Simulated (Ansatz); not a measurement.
Gd: energy less free atoms and pressure against volume scale

All results are calculated (Ansatz 0.2.0). Periodic Kohn-Sham DFT of a crystal at fixed atoms, scaled to volume_scale times the given cell; pressure positive in compression, energy less spherical unpolarised free atoms, largest_vzz the field gradient of largest size among the nuclei.

The cell before it is scaled or strained (space group Pm-3m, No. 221):
```
CELL_PARAMETERS angstrom
3.26020 0.00000 0.00000
0.00000 3.26020 0.00000
0.00000 0.00000 3.26020
ATOMIC_POSITIONS crystal
Gd 0.00000 0.00000 0.00000
```

Settings of every row: method all-electron LAPW; functional PBE; relativity scalar; k mesh 10x10x10; filling fermi-dirac; smearing width 0.05 eV; basis error target 0.5 meV/atom; nucleus gaussian.

Atom:
| element | start moment (bohr magneton) |
| --- | --- |
| Gd | 7 |

Limits: no spin-orbit coupling on heavy atoms; open f shell, the state may not be the lowest; the cell comes from a prototype or a list of computed structures and needn't be the stable phase; with one magnetic atom in the cell only parallel moments are possible.

| row | volume scale | V (Å³/atom) | energy less free atoms (eV/atom) | pressure (GPa) | cell moment (bohr magneton) |
| --- | --- | --- | --- | --- | --- |
| 1 | 0.9405 | 32.591 | -13.4969 | 1.792 | 7.867 |
| 2 | 0.97 | 33.613 | ? | ? | ? |
| 3 | 1 | 34.652 | -13.508 | 0.025 | 7.873 |
| 4 | 1.03 | 35.692 | -13.5058 | -0.699 | 7.873 |
| 5 | 1.06 | 36.731 | -13.4992 | -1.33 | 7.869 |

Question: what energy less free atoms and pressure should row 2 give?

Worked fit of energy less free atoms. Take u = (V_r/V)^(2/3) − 1 with V_r = 35.172 Å³ an atom, which is twice the finite (Eulerian) strain; such expansions in the strain, on which the Birch-Murnaghan equation of state is built, carry the rest volume and the bulk modulus. The shown rows have u = 0.05212, 0.00998, -0.00974, -0.0285. Least squares give energy less free atoms = −13.50748 − 0.1157 × u + 6.115 × u² eV/atom; a straight line predicts inner rows, each left out in turn, worse (root mean square 0.006 against 6.3e-05 eV/atom). All shown rows lie on it to the printed digit. The withheld row has u = 0.03069, so the fit gives −13.50748 − 0.1157 × (0.03069) + 6.115 × (0.03069)² = -13.5053 eV/atom.

The calculation gave -13.5053 eV/atom. The fit meets it to the printed digit.

Worked fit of pressure. Take u = (V_r/V)^(2/3) − 1 with V_r = 35.172 Å³ an atom, which is twice the finite (Eulerian) strain; such expansions in the strain, on which the Birch-Murnaghan equation of state is built, carry the rest volume and the bulk modulus. The shown rows have u = 0.05212, 0.00998, -0.00974, -0.0285. Least squares give pressure = −0.3496 + 36.758 × u + 83.08 × u² GPa; a straight line predicts inner rows, each left out in turn, worse (root mean square 0.082 against 0.0015 GPa). The rows lie off it by 0.000, -0.001, 0.001, 0.000. The withheld row has u = 0.03069, so the fit gives −0.3496 + 36.758 × (0.03069) + 83.08 × (0.03069)² = 0.857 GPa.

The calculation gave 0.853 GPa. The fit lies 0.004 GPa (0.13 % of the column's range) above it; its largest miss of a shown row is 0.001 GPa.

The other values of row 2: cell moment 7.871 bohr magneton.
